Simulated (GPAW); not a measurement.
Write an ASE script for GPAW 26.7.0 that does the following.

* Task: band structure
* Functional: BP86
* Potentials or basis: PAW data sets generated in the run's folder for this functional
* Cutoff: 600 eV
* Basis: pw
* k mesh: 6 × 6 × 6
* Occupations: fermi-dirac, width 0.05 eV
* Spin: spin-orbit coupling, no magnetisation
* Maxiter: 150
* Band path: GXWKGLUWLK,UX
* Band points: 60
* spin axis theta (degrees): 90
* spin axis phi (degrees): 0
* Soc after scf: second variation

Crystal: TePb.

```
Pb Te
1.0
     0.00000    3.23100    3.23100
     3.23100    0.00000    3.23100
     3.23100    3.23100    0.00000
Pb Te
1 1
Direct
  0.00000 0.00000 0.00000
  0.50000 0.50000 0.50000
```

One way to write it, as run:

run.py

```python
import numpy as np
from ase import Atoms
from ase.dft.bandgap import bandgap
from ase.io import write
from ase.units import GPa
from gpaw import GPAW, PW, setup_paths
from gpaw.spinorbit import soc_eigenstates

setup_paths.insert(0, '.')

atoms = Atoms(['Pb', 'Te'],
              cell=[[0.0, 3.231, 3.231],
                    [3.231, 0.0, 3.231],
                    [3.231, 3.231, 0.0]],
              scaled_positions=[[0.0, 0.0, 0.0],
                                [0.5, 0.5, 0.5]],
              pbc=True)

calc = GPAW(mode=PW(600),
            xc='GGA_X_B88+GGA_C_P86',
            kpts={'size': (6, 6, 6), 'gamma': True},
            occupations={'name': 'fermi-dirac', 'width': 0.05},
            nbands=19,
            convergence={'density': 1e-05, 'energy': 1e-05},
            maxiter=150,
            txt='gpaw.txt')
atoms.calc = calc
energy = atoms.get_potential_energy()
forces = atoms.get_forces()
stress = atoms.get_stress()
calc.write('gs.gpw')
write('result.traj', atoms)
print(f'Energy: {energy:.6f} eV')
print('Forces (eV/A):')
print(forces.round(4))
print('Stress (GPa):', (stress / GPa).round(3))
print('Fermi level:', round(calc.get_fermi_level(), 4), 'eV')
print(f'Gap: {bandgap(calc)[0]:.4f} eV, direct: {bandgap(calc, direct=True)[0]:.4f} eV')

path = atoms.cell.bandpath('GXWKGLUWLK,UX', npoints=60, eps=1e-4)
bs_calc = calc.fixed_density(kpts=path, symmetry='off', nbands=32,
                             convergence={'bands': 'CBM+6.0', 'eigenstates': 1e-6}, txt='bands.txt')
bs = bs_calc.band_structure()
bs.write('bs.json')
print(f'Gap on the path: {bandgap(bs_calc)[0]:.4f} eV')

soc = soc_eigenstates(bs_calc, theta=90, phi=0)
np.savetxt('soc_bands.dat', soc.eigenvalues(), fmt='%.4f')
mesh = soc_eigenstates('gs.gpw', theta=90, phi=0)
np.savetxt('soc_mesh.dat', mesh.eigenvalues(), fmt='%.4f')
print('Fermi level with spin-orbit coupling:', round(mesh.fermi_level, 4), 'eV')
```

Potentials or basis: PAW data sets generated in the run's folder for this functional, pw.

Launch:

```console
$ gpaw-setup -f GGA_X_B88+GGA_C_P86 Pb Te
$ OMP_NUM_THREADS=1 python run.py
```

It gave:

- Pressure: 2.2 GPa
- Band gap on the k mesh: 0.19 eV, indirect (least direct gap 0.36 eV)
- Band gap along the path: 0.13 eV, indirect (least direct gap 0.34 eV)

Caveat: spin-orbit coupling was added after a scalar SCF, so levels and gaps hold it while energy, forces, pressure and moments don't; this program's spin-orbit splittings come out too wide for heavy elements.

It took 53 s on 1 thread of Intel(R) Xeon(R) Platinum 8488C (Sapphire Rapids), with other jobs on the host, peak memory 0.31 GiB.
